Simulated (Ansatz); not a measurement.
# LiH (P1) in Ansatz: convergence with cutoff

Aim: find how far cutoff must go before the results for LiH settle, at PBEsol. This setting moves, with any that are tied to it; all else stays.

All numbers are computed with Ansatz 0.2.0; they aren't measurements. Logs are shortened: lines on timing, memory, paths and dates and some standing lists are left out, and cuts for length are marked.

### 1 The cell of the first run

The typed cell holds 2 atoms: a = 2.880 Å, b = 2.880 Å, c = 2.880 Å, α = 60.00°, β = 60.00°, γ = 60.00°.

The cell isn't the ideal one: atoms moved at random, drawn with an rms of 0.15 Å.

### 2 With cutoff 80 eV

The input, input.yaml:

```yaml
crystal:
  lattice:
    - [0.0, 2.03675, 2.03675]
    - [2.03675, 0.0, 2.03675]
    - [2.03675, 2.03675, 0.0]
  atoms:
    - { symbol: Li, position: [0.070718, 0.005467, -0.042697] }
    - { symbol: H, position: [0.530479, 0.524631, 0.463984] }
kpoints:
  mp_grid: { grid: [7, 7, 7] }
scf:
  occupations: { method: fermi_dirac, width: 0.05 }
hamiltonian:
  xc: pbesol
  pseudopotentials: { kind: all_electron, lapw: { basis_error: 0.001 } }
output:
  forces: true
  stress: true
  eigenvalues: true
basis:
  ecutwfc: 80
```

Potentials or basis: all-electron LAPW, scalar-relativistic.

Launch:

```bash
$ ansatz run input.yaml --threads 1 --pin off --max-ram 3072MiB --backend cpu --events-out ev --progress --plain --runs-dir out
```

Standard output:

```text
Warning: RAYON_NUM_THREADS=1 ignored (pool sized by the plan → 1); use --threads N
LAPW: plane waves up to 4.582 Å⁻¹, error target 1.0e-3 eV per atom; small_component_spin mean_spin; the cutoff is typed (target and bands ask for 185.1 eV, largest radius times wave number 4.9, largest estimated error of a free atom 3.9e-2 eV); H in spheres of 0.902 Å, 1 of its electrons in bands, Dirac shells []; Li in spheres of 1.067 Å, 3 of its electrons in bands, Dirac shells [] (how accurate: hamiltonian.pseudopotentials.lapw.basis_error, Limitations)
Engine: ansatz 0.2.0, aarch64-unknown-linux-gnu
Pseudopotentials: kind: all_electron
Pseudopotential: Li, LAPW, valence charge 3, lapw/all_electron/scalar/gaussian/Li, Koelling and Harmon's equation, gaussian nucleus
Pseudopotential: H, LAPW, valence charge 1, lapw/all_electron/scalar/gaussian/H, Koelling and Harmon's equation, gaussian nucleus
Functional definition: PBEsol
  exchange = pbesol_x
  correlation = pbesol_c
Crystal: 2 atoms, lattice volume = 16.898 Å³
Basis set: ecut = 79.99999999999999 eV, 27 PW (Γ), exchange–correlation at level 2
Bands: 6, of which v1, the nominal top of the filled ones, is band 2 counted from 1 (1 counted from 0)
Symmetry: 1 space group operations
Space group: P1 (ITA 1), of the structure as read, at distance tolerance 2.6e-5 Å
k-points: 172 of 343 (time reversal used)
Non-local potential: Li, projectors of the file, none
Non-local potential: H, projectors of the file, none
Initial density: superposition of atomic densities (chi_scale 0.1, normalization cell, long waves kept (reshape's long-wave potential 0.00 eV rms))
Initial wavefunctions: plane waves of lowest kinetic energy (no species holds an atomic orbital)
Functional: x = pbesol(κ = 0.804, μ = 0.12345679012345678), c = pbesol(β = 0.046)
iter 1 solved again at ethr=8.74e-3 eV; its pass at ethr=1.00e-1 eV (dr2=3.50e-1 eV) is discarded
SCF iter   1: F=—  HF=-219.671521 eV  |F-HF|=—  |Δ(HF+E_count)|=         —  Δρ=4.36e-2  dr2=3.50e-1  ethr=8.74e-3  ⟨swp⟩=2.0  Hψ=7917  notcnv=0
preconditioner: auto → none  [insulator: Δε(μ)=4.101 eV  Ē_g=14.160 eV  σ=0.050 eV  W_gap=1.00  n_scr=0 (ndim 8)  ℏωp=12.8 eV  f_vac=0.000  D(μ)=0.00/eV (n_scr^D=0)  ε∞_Penn≈1.8]
SCF iter   2: F=—  HF=-219.468009 eV  |F-HF|=—  |Δ(HF+E_count)|=   2.04e-1  Δρ=1.45e-2  dr2=3.91e-2  ethr=8.74e-3  ⟨swp⟩=2.0  Hψ=3096  notcnv=0
iter 3 solved again at ethr=2.69e-6 eV; its pass at ethr=9.77e-4 eV (dr2=1.07e-4 eV) is discarded
SCF iter   3: F=—  HF=-219.449638 eV  |F-HF|=—  |Δ(HF+E_count)|=   1.84e-2  Δρ=8.91e-4  dr2=1.07e-4  ethr=2.69e-6  ⟨swp⟩=2.0  Hψ=5112  notcnv=0
SCF iter   4: F=—  HF=-219.449884 eV  |F-HF|=—  |Δ(HF+E_count)|=         —  Δρ=7.83e-5  dr2=1.13e-6  ethr=2.68e-6  ⟨swp⟩=2.0  Hψ=2408  notcnv=0
the basis was enlarged: its passes take 41.2 KiB over the memory plan, 1 of 1 planned eigensolver slots
SCF iter   5: F=-219.449911 eV  HF=-219.449911 eV  |F-HF|=1.28e-8  |Δ(HF+E_count)|=   2.75e-5  Δρ=3.52e-6  dr2=1.66e-9  ethr=2.81e-8  ⟨swp⟩=2.1  Hψ=2420  notcnv=0
SCF 1 converged in 5 iterations: F = -219.449911 eV  dr2 = 1.66e-9
the basis misses lapw.basis_error, or isn't shown to meet it; the report's basis errors tell why
SCF converged after 5 iterations
Free energy (F): -219.449911 eV
Harris-Foulkes:  -219.449911 eV  (|F-HF|=1.28e-8)
Internal energy: -219.449911 eV  (E = F + TS)
E sigma→0 (E₀):  -219.449911 eV
Fermi energy:    1.942687 eV
--- Per-component energies (eV) ---
  E_band       = -90.419272
  E_kinetic    = 216.248595
  E_xc         = -58.948125
  E_electrostatic = -376.750382  (all electrons and nuclei)
  E_smearing   = -0.000000  (= −TS)
  E_closure    = 0.000000  (closes the sum)
  E_atoms      = -213.275044  (free atoms, spherical and without spin; not in F)
  Σ components = -219.449911   (vs F -219.449911, Δ=0.00e0)
  Basis errors (estimates in eV, not in F): energy 2.2e-2 per atom: plane waves 2.2e-2 (1.8e-2 summed), levels above the bands 9.0e-132, relativity 3.2e-9, radial functions 4.0e-5, core shells 0.0e0; eigenvalues (radial functions only) 5.3e-4; not estimated: angular momenta, meshes, grids; target (lapw.basis_error) 1.0e-3, missed at the typed basis.ecutwfc; muffin-tin radii H 0.902 Å, Li 1.067 Å
--- Forces (eV/Å), atoms counted from 1 ---
  atom   1  Li     0.05180790    -0.06865505    -0.04182020
  atom   2  H     -0.05180789     0.06865488     0.04181995
  max |Σ_I F_I| component: 2.54e-7 eV/Å
--- Stress (GPa, compression-positive) ---
       -1.942829       0.029977       0.018242
        0.029977      -1.797323      -0.024117
        0.018242      -0.024117      -2.014724
  P = ⅓ Tr σ = -1.9183 GPa (-19.183 kbar)
--- Band table (eV; the first three rows and the last of 172) ---
  k-point 0: bands = ["-43.3611", "-4.9526", "15.7189", "17.7212", "17.7301", "17.9736"]
  k-point 1: bands = ["-43.3500", "-4.5965", "13.1719", "16.0303", "17.0619", "17.2775"]
  k-point 2: bands = ["-43.3331", "-3.6009", "8.6266", "14.5584", "16.3740", "16.4519"]
  k-point 171: bands = ["-43.3128", "-1.7758", "5.0976", "10.8937", "14.6713", "15.6061"]
```

It took 3.5 s on 1 thread of Arm Neoverse V1, shared host; peak memory 0.2 GiB.

What came out:

```
Free energy            : -219.4499 eV
Pressure               : -1.9 GPa
Largest force          : 0.096 eV/Å
Band gap on the k mesh : 3.29 eV, direct
```

### 3 With cutoff 110 eV

Changes to input.yaml since step 2:

```diff
@@ -20,2 +20,2 @@
 basis:
-  ecutwfc: 80
+  ecutwfc: 110
```

Potentials or basis: all-electron LAPW, scalar-relativistic.

Launch:

```bash
$ ansatz run input.yaml --threads 1 --pin off --max-ram 3072MiB --backend cpu --events-out ev --progress --plain --runs-dir out
```

Wall time 4 s (1 thread of Arm Neoverse V1, shared host); peak memory 0.2 GiB.

What came out:

| Quantity | Value |
| --- | --- |
| Free energy | -219.4827 eV |
| Pressure | -2.1 GPa |
| Largest force | 0.096 eV/Å |
| Band gap on the k mesh | 3.29 eV, direct |

### 4 With cutoff 140 eV

Changes to input.yaml since step 3:

```diff
@@ -20,2 +20,2 @@
 basis:
-  ecutwfc: 110
+  ecutwfc: 140
```

Launch:

```bash
$ ansatz run input.yaml --threads 1 --pin off --max-ram 3072MiB --backend cpu --events-out ev --progress --plain --runs-dir out
```

Wall time 4.6 s (1 thread of Arm Neoverse V1, shared host); peak memory 0.21 GiB.

Results:

```yaml
Free_energy: -219.4910 eV
Pressure: -2.2 GPa
Largest_force: 0.096 eV/Å
Band_gap_on_the_k_mesh: 3.29 eV, direct
```

### 5 With cutoff 180 eV

Changes to input.yaml since step 4:

```diff
@@ -20,2 +20,2 @@
 basis:
-  ecutwfc: 140
+  ecutwfc: 180
```

Launch:

```bash
$ ansatz run input.yaml --threads 1 --pin off --max-ram 3072MiB --backend cpu --events-out ev --progress --plain --runs-dir out
```

Run time: 5.3 s. Hardware: 1 thread of Arm Neoverse V1, shared host; peak memory 0.21 GiB.

Results:

```yaml
Free_energy: -219.4932 eV
Pressure: -2.2 GPa
Largest_force: 0.096 eV/Å
Band_gap_on_the_k_mesh: 3.29 eV, direct
```

### 6 With cutoff 230 eV

Changes to input.yaml since step 5:

```diff
@@ -20,2 +20,2 @@
 basis:
-  ecutwfc: 180
+  ecutwfc: 230
```

Potentials or basis: all-electron LAPW, scalar-relativistic.

Launch:

```bash
$ ansatz run input.yaml --threads 1 --pin off --max-ram 3072MiB --backend cpu --events-out ev --progress --plain --runs-dir out
```

It took 6.3 s on 1 thread of Arm Neoverse V1, shared host; peak memory 0.23 GiB.

What came out:

```
Free energy            : -219.4937 eV
Pressure               : -2.2 GPa
Largest force          : 0.096 eV/Å
Band gap on the k mesh : 3.29 eV, direct
```

### 7 With cutoff 290 eV

Changes to input.yaml since step 6:

```diff
@@ -20,2 +20,2 @@
 basis:
-  ecutwfc: 230
+  ecutwfc: 290
```

Launch:

```bash
$ ansatz run input.yaml --threads 1 --pin off --max-ram 3072MiB --backend cpu --events-out ev --progress --plain --runs-dir out
```

Wall time 9.4 s (1 thread of Arm Neoverse V1, shared host); peak memory 0.25 GiB.

Results:

```yaml
Free_energy: -219.4937 eV
Pressure: -2.2 GPa
Largest_force: 0.095 eV/Å
Band_gap_on_the_k_mesh: 3.29 eV, direct
```

### 8 With cutoff 360 eV

Changes to input.yaml since step 7:

```diff
@@ -20,2 +20,2 @@
 basis:
-  ecutwfc: 290
+  ecutwfc: 360
```

Launch:

```bash
$ ansatz run input.yaml --threads 1 --pin off --max-ram 3072MiB --backend cpu --events-out ev --progress --plain --runs-dir out
```

It took 12 s on 1 thread of Arm Neoverse V1, shared host; peak memory 0.29 GiB.

What came out:

* Free energy: -219.4937 eV
* Pressure: -2.2 GPa
* Largest force: 0.096 eV/Å
* Band gap on the k mesh: 3.29 eV, direct

### 9 With cutoff 450 eV

Changes to input.yaml since step 8:

```diff
@@ -20,2 +20,2 @@
 basis:
-  ecutwfc: 360
+  ecutwfc: 450
```

Potentials or basis: all-electron LAPW, scalar-relativistic.

Launch:

```bash
$ ansatz run input.yaml --threads 1 --pin off --max-ram 3072MiB --backend cpu --events-out ev --progress --plain --runs-dir out
```

Run time: 19 s. Hardware: 1 thread of Arm Neoverse V1, shared host; peak memory 0.34 GiB.

Results (log left out):

- Free energy: -219.4937 eV
- Pressure: -2.2 GPa
- Largest force: 0.096 eV/Å
- Band gap on the k mesh: 3.29 eV, direct

### 10 With cutoff 560 eV

Changes to input.yaml since step 9:

```diff
@@ -20,2 +20,2 @@
 basis:
-  ecutwfc: 450
+  ecutwfc: 560
```

Launch:

```bash
$ ansatz run input.yaml --threads 1 --pin off --max-ram 3072MiB --backend cpu --events-out ev --progress --plain --runs-dir out
```

Wall time 23 s (1 thread of Arm Neoverse V1, shared host); peak memory 0.42 GiB.

The run converged. Its results:

```
Free energy            : -219.4937 eV
Pressure               : -2.2 GPa
Largest force          : 0.096 eV/Å
Band gap on the k mesh : 3.29 eV, direct
```

### 11 Result

```csv
cutoff,"energy less the tightest run, at zero smearing (meV/atom)",pressure (GPa),SCF cycles,CPU time (s),peak memory (GiB)
80 eV,21.91,-1.92,5,3.5,0.2
110 eV,5.49,-2.14,5,4,0.2
140 eV,1.34,-2.19,5,4.6,0.21
180 eV,0.27,-2.20,5,5.3,0.21
230 eV,0.04,-2.20,5,6.3,0.23
290 eV,0.00,-2.20,5,9.4,0.25
360 eV,0.00,-2.20,5,12,0.29
450 eV,0.00,-2.20,5,19,0.34
560 eV,0.00,-2.20,5,23,0.42
```

Against the tightest run, the energy stays within 1 meV/atom from 180 eV on; the pressure stays within 0.1 GPa from 110 eV on. The tightest run that finished is the yardstick and may itself not be fully converged.

Caveats: an odd mesh through Γ misses points on the zone boundary, where band edges often lie.
